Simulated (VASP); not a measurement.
The system is AlN.

```xyz
4
Lattice="3.1130 0.0000 0.0000 -1.5565 2.6959 0.0000 0.0000 0.0000 4.9810" Properties=species:S:1:pos:R:3 pbc="T T T"
Al    0.0000    1.7973    0.0000
Al    1.5565    0.8986    2.4905
N     0.0000    1.7973    1.8928
N     1.5565    0.8986    4.3833
```

- Program: VASP 6.6.1
- Task: relaxation of cell and atoms
- Functional: PBE
- Potentials or basis: VASP PAW PBE potentials, release 64 (Al, N)
- Cutoff: 600 eV
- k mesh: 12 × 12 × 6
- Occupations: gaussian, width 0.03 eV
- Spin: no spin polarisation

At the start: pressure 3.3 GPa; volume 10.45 Å³/atom.

Question: How do energy, volume and symmetry change on relaxing?

Answer: Over 3 steps the energy falls by 2.1 meV/atom and the volume is 10.62 Å³/atom (+1.7 %); space group P6_3mc (No. 186, to 0.05 Å).

Step by step:
| step | energy change (eV) | largest force (eV/Å) | pressure (GPa) | volume (Å³) |
| --- | --- | --- | --- | --- |
| 1 | 0.0000 | 0.1289 | 3.35 | 41.80 |
| 2 | -0.0017 | 0.0910 | -2.80 | 43.14 |
| 3 | -0.0083 | 0.0042 | 0.02 | 42.50 |

Final structure:
```
CELL_PARAMETERS angstrom
3.12734 0.00000 0.00000
-1.56367 2.70836 0.00000
0.00000 0.00000 5.01754
ATOMIC_POSITIONS crystal
Al 0.33333 0.66667 0.99934
Al 0.66667 0.33333 0.49934
N 0.33333 0.66667 0.38066
N 0.66667 0.33333 0.88066
```
